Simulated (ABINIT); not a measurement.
Runs of ABINIT 10.8.3 (patched build) on NiO. The structure is cubic, space group Fm-3m (No. 225). The conventional cell has a = 4.172 Å, b = 4.172 Å, c = 4.172 Å, α = 90.00°, β = 90.00°, γ = 90.00°. Around Ni (site symmetry m-3m) lie 6 O at 2.09 Å. O (site symmetry m-3m) has 6 Ni at 2.09 Å as nearest neighbours. 

```tsv
task	level	potentials or basis	U	cell	k mesh	cutoff (eV)	bands in the sums	broadening (eV)	scissor shift (eV)	tensor components	cell freedom (optcell)	gap on the mesh (eV)	pressure (GPa)	moment (μB)	relaxed volume (Å³/atom)
optical spectrum	LDA	PseudoDojo NC SR LDA v0.4.1 standard	-	as given	8 × 8 × 8, with 4 shifts	1225	24	0.1	0	[11]	-	-	-20.7	0.58	-
relaxation of cell and atoms	LDA	PseudoDojo NC SR LDA v0.4.1 standard	-	relaxed	8 × 8 × 8	1333	-	-	-	-	2	none	0.0	0.71	8.27
relaxation of cell and atoms	PW91+U	JTH PAW PBE v2.0	Ni d U = 2 eV	relaxed	8 × 8 × 8	1116	-	-	-	-	2	none	0.0	(c)	9.01
phonons	PBEsol	PseudoDojo NC SR PBEsol v0.4.1 standard	-	as given	6 × 6 × 6, with 4 shifts	1225	-	-	-	-	-	-	(b)	(a)	-
relaxation of cell and atoms	PBE	PseudoDojo NC SR PBE v0.5 stringent	-	relaxed	8 × 8 × 8	1415	-	-	-	-	2	none	0.0	1.88	9.38
```

Alike in all rows: spin collinear, ferromagnetic start; smearing fermi-dirac 0.05 eV.

**Question.** Estimate the missing entries.

**Answer.** (a) 0.64; (b) -12.6; (c) 0.00.

Caveats: small starting moments can end in a higher magnetic state in this program (some runs); a cell with one magnetic atom can't hold antiferromagnetic order, which such compounds often take (some runs); semilocal functionals often make such compounds metallic where correlation or magnetic order opens a gap, which also shifts bond lengths (some runs); the intraband (Drude) term is left out (some runs); spectra need much finer meshes, so this one isn't converged (some runs); so large a pressure means that the cell lies far from this level's equilibrium, or that cutoff or potentials fall short (some runs); this build's PW91 may differ from other programs' (some runs).

A k mesh can miss the band edges.

A gap of «none» marks a metal or a gap under the smearing width.

Not every run made on this cell is shown here.
